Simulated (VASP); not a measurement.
# AlN (P6_3mc) in VASP: further runs, part 2 of 2

VASP 6.6.1. Earlier steps stand in the parts before.

### 4 Relaxation of cell and atoms, PBEsol

This run uses another cell than the first one, of 10.45 Å³/atom, 1.005 times its volume.

File INCAR:

```
PREC = Accurate
ENCUT = 600
EDIFF = 1E-7
ISMEAR = 0
SIGMA = 0.03
LREAL = F
LASPH = T
NELM = 80
ALGO = Normal
ISIF = 3
LWAVE = F
LCHARG = F
GGA = PS
IBRION = 2
NSW = 90
EDIFFG = -0.005
```

File KPOINTS:

```
regular mesh
0
Gamma
  12 12 6
```

File POSCAR:

```
AlN                                     
1.0
    3.1127044168      0.0000000000     -0.0000000000
   -1.5563522084      2.6956810995      0.0000000000
   -0.0000000000     -0.0000000000      4.9808959601
  Al              N             
     2     2
Direct
     0.3333333332999970    0.6666666667000030    0.9989884320168427
     0.6666666667000030    0.3333333332999970    0.4989884320168428
     0.3333333332999970    0.6666666667000030    0.3810115679831598
     0.6666666667000030    0.3333333332999970    0.8810115679831598
```

Potentials or basis: VASP PAW PBE potentials, release 64 (Al, N).

Command:

```bash
$ cat potpaw_PBE.64/Al/POTCAR potpaw_PBE.64/N/POTCAR > POTCAR
$ mpirun -np 1 vasp_std > vasp.out
```

OUTCAR:

```text
PREC = Accurate
   ENCUT = 600
   EDIFF = 1E-7
   ISMEAR = 0
   LREAL = F
   LASPH = T
   NELM = 80
   ISIF = 3
   GGA = PS
   IBRION = 2
   NSW = 90
   EDIFFG = -0.005

 ion  position               nearest neighbor table
   1  0.333  0.667  0.999-   4 1.89   4 1.89   4 1.89   3 1.90   2 3.07   2 3.07   2 3.07   2 3.07
                             2 3.07   2 3.07
   2  0.667  0.333  0.499-   3 1.89   3 1.89   3 1.89   4 1.90   1 3.07   1 3.07   1 3.07   1 3.07
                             1 3.07   1 3.07
   3  0.333  0.667  0.381-   2 1.89   2 1.89   2 1.89   1 1.90
   4  0.667  0.333  0.881-   1 1.89   1 1.89   1 1.89   2 1.90

  LATTYP: Found a hexagonal cell.
 ALAT       =     3.1127044168
 C/A-ratio  =     1.6001827649

  Lattice vectors:

 A1 = (   3.1127044168,   0.0000000000,   0.0000000000)
 A2 = (  -1.5563522084,   2.6956810995,   0.0000000000)
 A3 = (   0.0000000000,   0.0000000000,   4.9808959601)

Analysis of symmetry for initial positions (statically):
=====================================================================
 Subroutine PRICEL returns:
 Original cell was already a primitive cell.

 Routine SETGRP: Setting up the symmetry group for a
 hexagonal supercell.

 Subroutine GETGRP returns: Found 12 space group operations
 (whereof  6 operations were pure point group operations)
 out of a pool of 24 trial point group operations.

The static configuration has the point symmetry C_3v.
 The point group associated with its full space group is C_6v.

Analysis of symmetry for dynamics (positions and initial velocities):
=====================================================================
 Subroutine PRICEL returns:
 Original cell was already a primitive cell.

 Routine SETGRP: Setting up the symmetry group for a
 hexagonal supercell.

 Subroutine GETGRP returns: Found 12 space group operations
 (whereof  6 operations were pure point group operations)
 out of a pool of 24 trial point group operations.

[... 148 lines left out ...]

 Free energy of the ion-electron system (eV)
  ---------------------------------------------------
  ext. energy  EPLUGINS =         0.00000000
  ---------------------------------------------------
  free energy    TOTEN  =       -31.31568591 eV

  energy without entropy =      -31.31568591  energy(sigma->0) =      -31.31568591

------------------------ aborting loop because EDIFF is reached ----------------------------------------

  FORCE on cell =-STRESS in cart. coord.  units (eV):
  Direction    XX          YY          ZZ          XY          YZ          ZX
  --------------------------------------------------------------------------------------
  -------------------------------------------------------------------------------------
  Total        0.0222997      0.0222997      0.0321571      0.0000000     -0.0000000      0.0000000
  in kB        0.8548620      0.8548620      1.2327473      0.0000000     -0.0000000      0.0000000
  external PRESSURE =       0.9808238 kB  Pullay stress =       0.0000000 kB
[... 63 lines left out ...]
--------------------------------------- Ionic step        3  -------------------------------------------

 number of electron      15.9999999 magnetization

 Free energy of the ion-electron system (eV)
  ---------------------------------------------------
  ext. energy  EPLUGINS =         0.00000000
  ---------------------------------------------------
  free energy    TOTEN  =       -31.31569134 eV

  energy without entropy =      -31.31569134  energy(sigma->0) =      -31.31569134

 E-fermi :   6.2065     XC(G=0): -11.1029

 val. band max:        6.0591934366   @ k =   0.0000   0.0000   0.0000
 cond. band min:      10.1765250134   @ k =   0.0000   0.0000   0.0000
 fundamental gap:      4.1173315768
 Fermi energy:         6.2065117830

 k-point     1 :       0.0000    0.0000    0.0000
  band No.  band energies     occupation
      1      -9.1088      2.00000
      2      -6.9262      2.00000
      3       0.0046      2.00000
      4       5.1786      2.00000
      5       5.1786      2.00000
      6       5.8334      2.00000
      7       5.8334      2.00000
      8       6.0592      2.00000
      9      10.1765      0.00000
     10      12.6103      0.00000
     11      16.5572      0.00000
     12      17.0806      0.00000
[... 331 lines left out ...]
 k-point    24 :       0.3333   -0.0000    0.1667
  band No.  band energies     occupation
      1      -7.7687      2.00000
      2      -6.5136      2.00000
      3       1.0980      2.00000
      4       2.0761      2.00000
      5       2.6872      2.00000
      6       4.2619      2.00000
      7       5.2564      2.00000
      8       5.3888      2.00000
      9      11.7853      0.00000
     10      12.5815      0.00000
     11      14.4469      0.00000
     12      16.1201      0.00000

 [... further k-points ...]

------------------------ aborting loop because EDIFF is reached ----------------------------------------

  FORCE on cell =-STRESS in cart. coord.  units (eV):
  Direction    XX          YY          ZZ          XY          YZ          ZX
  --------------------------------------------------------------------------------------
  -------------------------------------------------------------------------------------
  Total       -0.0006335     -0.0006335      0.0031486      0.0000000     -0.0000000      0.0000000
  in kB       -0.0242757     -0.0242757      0.1206493      0.0000000     -0.0000000      0.0000000
  external PRESSURE =       0.0240327 kB  Pullay stress =       0.0000000 kB
[... 19 lines left out ...]
  FREE ENERGIE OF THE ION-ELECTRON SYSTEM (eV)
  ---------------------------------------------------
  free  energy   TOTEN  =       -31.3156913403 eV

  energy  without entropy=      -31.3156913403  energy(sigma->0) =      -31.31569134

 reached required accuracy - stopping structural energy minimisation
```

OSZICAR:

```text
N       E                     dE             d eps       ncg     rms          rms(c)
DAV:   1     0.570491894735E+02    0.57049E+02   -0.82475E+03  1824   0.133E+03
DAV:   2    -0.311647218924E+02   -0.88214E+02   -0.80549E+02  2664   0.249E+02
[... 20 lines left out ...]
   2 F= -.31315685E+02 E0= -.31315685E+02  d E =0.574665E-06
       N       E                     dE             d eps       ncg     rms          rms(c)
DAV:   1    -0.313157018029E+02   -0.16435E-04   -0.23943E-04  2060   0.150E-01    0.220E-02
DAV:   2    -0.313156913341E+02    0.10469E-04   -0.34736E-05  2156   0.478E-02    0.536E-03
DAV:   3    -0.313156913249E+02    0.92273E-08   -0.16962E-06  2164   0.125E-02    0.200E-03
DAV:   4    -0.313156913403E+02   -0.15446E-07   -0.70912E-08  1076   0.255E-03
   3 F= -.31315691E+02 E0= -.31315691E+02  d E =-.542692E-05
```

Wall time 58 s (1 thread of AMD EPYC 9R45 (Zen 5), shared host); peak memory 0.16 GiB.

What came out:

```yaml
Free_energy: -31.3157 eV
Relaxed_volume: 10.45 Å³/atom
Relaxed_cell: a = 3.113 Å, b = 3.113 Å, c = 4.982 Å, α = 90.00°, β = 90.00°, γ = 120.00°
Space_group_after_relaxing_to_0.05_Å: P6_3mc (No. 186)
Energy_gained_by_relaxing: 0.0 meV/atom
Ionic_steps: 3
Pressure_after_relaxing: 0.0 GPa
Band_gap_on_the_k_mesh: 4.12 eV, direct
```

Final structure:
```xyz
4
Lattice="3.1131 0.0000 0.0000 -1.5566 2.6960 0.0000 0.0000 0.0000 4.9818" Properties=species:S:1:pos:R:3 pbc="T T T"
Al    0.0000    1.7974    4.9768
Al    1.5566    0.8987    2.4859
N     0.0000    1.7974    1.8981
N     1.5566    0.8987    4.3890
```

Caveat: the PAW data sets were made with another functional, which shifts forces and pressure a little. A k mesh can miss the band edges.
